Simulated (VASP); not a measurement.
# Se (R-3m) in VASP: notebook, part 3 of 3

VASP 6.6.1. The steps go on from the part before.

### 6 Relaxation of cell and atoms, PBEsol, target pressure 75 GPa, at which the enthalpy is minimised

This run uses another cell than the first one, of 13.45 Å³/atom, 1.188 times its volume.

Input file INCAR:

```
SYSTEM = Se
PREC     = Accurate       ! precision mode
ENCUT    = 350            ! plane-wave cutoff, eV
EDIFF    = 1E-7           ! SCF threshold, eV
ISMEAR   = 0              ! smearing method
SIGMA    = 0.1            ! smearing width, eV
LREAL    = .FALSE.        ! projectors in reciprocal space
LASPH    = .TRUE.         ! aspherical terms in the spheres
NELM     = 100            ! most SCF steps
ALGO     = Fast           ! electronic algorithm
ISIF     = 3              ! what is computed and relaxed
LWAVE    = .FALSE.        ! write WAVECAR
LCHARG   = .FALSE.        ! write CHGCAR
GGA      = PS             ! functional
IBRION   = 2              ! ionic algorithm
NSW      = 80             ! ionic steps
EDIFFG   = -0.002         ! ionic threshold
PSTRESS  = 750.0
```

Input file KPOINTS:

```
Automatic mesh
0
G
  21 21 21
  0 0 0
```

Input file POSCAR:

```
Se                                      
1.0
    1.9716359572      1.1383253492      0.9985727055
   -1.9716359572      1.1383253492      0.9985727055
   -0.0000000000     -2.2766506984      0.9985727055
  Se            
     1
Direct
     0.0000000000000000    0.0000000000000000    0.0000000000000000
```

Potentials or basis: VASP PAW PBE potentials, release 64 (Se).

On the command line:

```console
> cat potpaw_PBE.64/Se/POTCAR > POTCAR
> mpirun -np 1 vasp_std > vasp.out
```

OUTCAR:

```text
SYSTEM = Se
   PREC = Accurate
   ENCUT = 350
   EDIFF = 1E-7
   ISMEAR = 0
   LREAL = .FALSE.
   LASPH = .TRUE.
   NELM = 100
   ISIF = 3
   GGA = PS
   IBRION = 2
   NSW = 80
   EDIFFG = -0.002
   PSTRESS = 750.0

 ion  position               nearest neighbor table
   1  0.000  0.000  0.000-

  LATTYP: Found a trigonal (rhomboedric) cell.
 ALAT       =     2.4860169743
 COS(alpha) =    -0.2579844597

  Lattice vectors:

 A1 = (   1.9716359572,   1.1383253492,   0.9985727055)
 A2 = (  -1.9716359572,   1.1383253492,   0.9985727055)
 A3 = (   0.0000000000,  -2.2766506984,   0.9985727055)

Analysis of symmetry for initial positions (statically):
=====================================================================
 Subroutine PRICEL returns:
 Original cell was already a primitive cell.

 Routine SETGRP: Setting up the symmetry group for a
 trigonal (rhombohedral) supercell.

 Subroutine GETGRP returns: Found 12 space group operations
 (whereof 12 operations were pure point group operations)
 out of a pool of 12 trial point group operations.

The static configuration has the point symmetry D_3d.

Analysis of symmetry for dynamics (positions and initial velocities):
=====================================================================
 Subroutine PRICEL returns:
 Original cell was already a primitive cell.

 Routine SETGRP: Setting up the symmetry group for a
 trigonal (rhombohedral) supercell.

 Subroutine GETGRP returns: Found 12 space group operations
 (whereof 12 operations were pure point group operations)
 out of a pool of 12 trial point group operations.

The dynamic configuration has the point symmetry D_3d.

 Subroutine INISYM returns: Found 12 space group operations
 (whereof 12 operations are pure point group operations),
 and found     1 'primitive' translations

----------------------------------------------------------------------------------------

[... 114 lines left out ...]
   LORBIT       =      0    0 simple, 1 ext, 2 COOP (PROOUT), +10 PAW based schemes
   GGA     = PS    functional components
   LHFCALC =     F    Hartree Fock is set to
   AEXX    =    0.0000 exact exchange contribution
   IVDW    =     0    specifies the selected vdW correction
   LEPSILON=     F    determine dielectric tensor
   LRPA    =     F    only Hartree local field effects (RPA)
 conjugate gradient relaxation of ions
 non-spin polarized calculation
 RMM-DIIS sequential band-by-band and
 Gauss-broadening in eV      SIGMA  =   0.10
  energy-cutoff  :      350.00
  volume of cell :       13.45
 maximum number of plane-waves:       209
   NGX =  7   NGY =  7   NGZ =  7

 number of electron       5.9999996 magnetization

 Free energy of the ion-electron system (eV)
  ---------------------------------------------------
  ext. energy  EPLUGINS =         0.00000000
  ---------------------------------------------------
  free energy    TOTEN  =        -2.52010361 eV

  energy without entropy =       -2.51859772  energy(sigma->0) =       -2.51935067

 E-fermi :  11.5425     XC(G=0): -12.6280

 val. band max:       11.5416350956   @ k =   0.3810   0.2857   0.0952
 cond. band min:      11.5493944879   @ k =  -0.1429   0.4762   0.0952
 fundamental gap:      0.0077593923
 Fermi energy:        11.5424680106

 k-point     1 :       0.0000    0.0000    0.0000
  band No.  band energies     occupation
      1      -9.5709      2.00000
      2      14.8823      0.00000
      3      17.3064      0.00000
      4      17.3064      0.00000
      5      22.1171      0.00000
      6      22.1171      0.00000
      7      25.0256      0.00000
[... 221 lines left out ...]
 k-point    24 :      -0.3810    0.0476   -0.0000
  band No.  band energies     occupation
      1      -5.9537      2.00000
      2       3.0592      2.00000
      3      14.1483      0.00000
      4      16.1938      0.00000
      5      20.5078      0.00000
      6      21.6624      0.00000
      7      29.9533      0.00000

 [... further k-points ...]

------------------------ aborting loop because EDIFF is reached ----------------------------------------

  FORCE on cell =-STRESS in cart. coord.  units (eV):
  Direction    XX          YY          ZZ          XY          YZ          ZX
  --------------------------------------------------------------------------------------
  -------------------------------------------------------------------------------------
  Total        6.2931140      6.2931229      6.2958062      0.0000000      0.0000000      0.0000000
  in kB      749.8115153    749.8125673    750.1322743      0.0000000      0.0000000      0.0000000
  external PRESSURE =      -0.0812144 kB  Pullay stress =     750.0000000 kB

 VOLUME and BASIS-vectors are now :
 -----------------------------------------------------------------------------
  energy-cutoff  :      350.00
  volume of cell :       13.45
      direct lattice vectors                 reciprocal lattice vectors
     1.971635957  1.138325349  0.998572705     0.253596511  0.146413911  0.333809778
    -1.971635957  1.138325349  0.998572705    -0.253596511  0.146413911  0.333809778
     0.000000000 -2.276650698  0.998572705     0.000000000 -0.292827823  0.333809778

 POSITION                                       TOTAL-FORCE (eV/Angst)
 -----------------------------------------------------------------------------------
      0.00000      0.00000      0.00000         0.000000     -0.000000      0.000000
 -----------------------------------------------------------------------------------
    total drift:                               -0.000000      0.000000     -0.000000

  FREE ENERGIE OF THE ION-ELECTRON SYSTEM (eV)
  ---------------------------------------------------
  free  energy   TOTEN  =        -2.5201036109 eV

  energy  without entropy=       -2.5185977246  energy(sigma->0) =       -2.51935067

  enthalpy is  TOTEN    =         3.7745923702 eV   P V=        6.2946959810

 reached required accuracy - stopping structural energy minimisation
```

OSZICAR:

```text
N       E                     dE             d eps       ncg     rms          rms(c)
DAV:   1     0.558683891905E+01    0.55868E+01   -0.25727E+03 13328   0.558E+02
DAV:   2    -0.246243430067E+01   -0.80493E+01   -0.76461E+01 17493   0.657E+01
DAV:   3    -0.253246849702E+01   -0.70034E-01   -0.68775E-01 14567   0.663E+00
DAV:   4    -0.253250908183E+01   -0.40585E-04   -0.40585E-04 19341   0.162E-01
DAV:   5    -0.253250909037E+01   -0.85379E-08   -0.90783E-08 14854   0.145E-03    0.793E+00
RMM:   6    -0.252431800719E+01    0.81911E-02   -0.10844E-03 12474   0.292E-01    0.478E+00
RMM:   7    -0.252012887583E+01    0.41891E-02   -0.22535E-03 12474   0.455E-01    0.455E-02
RMM:   8    -0.252010494044E+01    0.23935E-04   -0.80959E-05 12474   0.947E-02    0.146E-02
RMM:   9    -0.252010368165E+01    0.12588E-05   -0.44648E-06 12474   0.223E-02    0.461E-03
RMM:  10    -0.252010361089E+01    0.70755E-07   -0.18539E-07 10283   0.439E-03
   1 F= 0.37745924E+01 E0= 0.37753453E+01  d E =0.377459E+01
```

CONTCAR:

```text
Se
   1.00000000000000
     1.9716359572000000    1.1383253492000001    0.9985727055000000
    -1.9716359572000000    1.1383253492000001    0.9985727055000000
     0.0000000000000000   -2.2766506984000001    0.9985727055000000
  Se
     1
Direct
     0.0000000000000000    0.0000000000000000    0.0000000000000000

  0.00000000E+00  0.00000000E+00  0.00000000E+00
```

Run time: 8.3 s. Hardware: 1 thread of Intel Xeon 6975P-C (Granite Rapids), shared host; peak memory 0.15 GiB.

Results:

| Quantity | Value |
| --- | --- |
| Free energy | -2.5201 eV |
| Pressure after relaxing | 75.0 GPa |
| Band gap on the k mesh | none (metal or under the smearing width) |

Final structure:
```
Se
1.0
     1.97164    1.13833    0.99857
    -1.97164    1.13833    0.99857
     0.00000   -2.27665    0.99857
Se
1
Direct
  0.00000 0.00000 0.00000
```

Levels at points of the mesh, in eV from the Fermi level:
| k point | band 1 | band 2 | band 3 | band 4 | band 5 | band 6 | band 7 |
| --- | --- | --- | --- | --- | --- | --- | --- |
| (0.00, 0.00, 0.00) | -21.11 | 3.34 | 5.76 | 5.76 | 10.57 | 10.57 | 13.48 |

Caveat: the relaxation stopped at its first step, so nothing moved; the cell is relaxed towards a set pressure, so the enthalpy falls and the energy may rise; the PAW data sets were made with another functional, which shifts forces and pressure a little.
